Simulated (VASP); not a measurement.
## BeTe: relaxation of cell and atoms with BLYP+D4

Crystal: BeTe.

```xyz
2
Lattice="0.0000 2.7700 2.7700 2.7700 0.0000 2.7700 2.7700 2.7700 0.0000" Properties=species:S:1:pos:R:3 pbc="T T T"
Te    4.1550    4.1550    4.1550
Be    0.0000    0.0000    0.0000
```

| Item | Value |
| --- | --- |
| Program | VASP 6.6.1 |
| Task | relaxation of cell and atoms |
| Functional | BLYP |
| Dispersion | D4 |
| Potentials or basis | VASP PAW PBE potentials, release 64 (Te, Be) |
| Cutoff | 600 eV |
| k mesh | 8 × 8 × 8 |
| Occupations | fermi-dirac, width 0.05 eV |
| Spin | no spin polarisation |
| Further INCAR settings | ALGO = Normal; EDIFF = 1e-06; IBRION = 2; EDIFFG = -0.02; NSW = 60; ISIF = 3 |

```yaml
Relaxed_volume: 22.10 Å³/atom
Relaxed_cell: a = 3.969 Å, b = 3.969 Å, c = 3.969 Å, α = 60.00°, β = 60.00°, γ = 60.00°
Space_group_after_relaxing_to_0.05_Å: F-43m (No. 216)
Energy_gained_by_relaxing: 6.5 meV/atom
Ionic_steps: 3
Pressure_after_relaxing: 0.0 GPa
Band_gap_on_the_k_mesh: 2.22 eV, indirect (least direct gap 3.71 eV)
Dispersion_energy_per_atom: -0.614 eV
```

The path:
```
step  energy change (eV)  largest force (eV/Å)  pressure (GPa)  volume (Å³)
   1              0.0000                0.0000            2.57        42.51
   2             -0.0123                0.0000           -0.58        44.64
   3             -0.0131                0.0000            0.00        44.20
```

Final structure:
```xyz
2
Lattice="0.0000 2.8062 2.8062 2.8062 0.0000 2.8062 2.8062 2.8062 0.0000" Properties=species:S:1:pos:R:3 pbc="T T T"
Te    4.2093    4.2093    4.2093
Be    0.0000    0.0000    0.0000
```

Levels at points of the mesh, in eV from the valence-band top:
```tsv
k point	band 1	band 2	band 3	band 4	band 5	band 6	band 7	band 8
(0.00, 0.00, 0.00)	-12.31	0.00	0.00	0.00	3.71	3.71	3.71	4.08
(0.50, 0.00, 0.00)	-10.97	-5.49	-1.13	-1.13	3.26	4.73	4.73	8.09
(0.50, 0.50, 0.00)	-10.48	-5.07	-2.63	-2.63	2.22	2.84	9.79	9.79
```

It took 68 s on 1 thread of Intel(R) Xeon(R) Platinum 8488C (Sapphire Rapids), on a shared host, peak memory 0.18 GiB.

Caveat: the PAW data sets were made with another functional, which shifts forces and pressure a little; spin-orbit coupling is left out, which moves the levels of the heavy elements. As with any semilocal functional, this BLYP gap is likely too small.
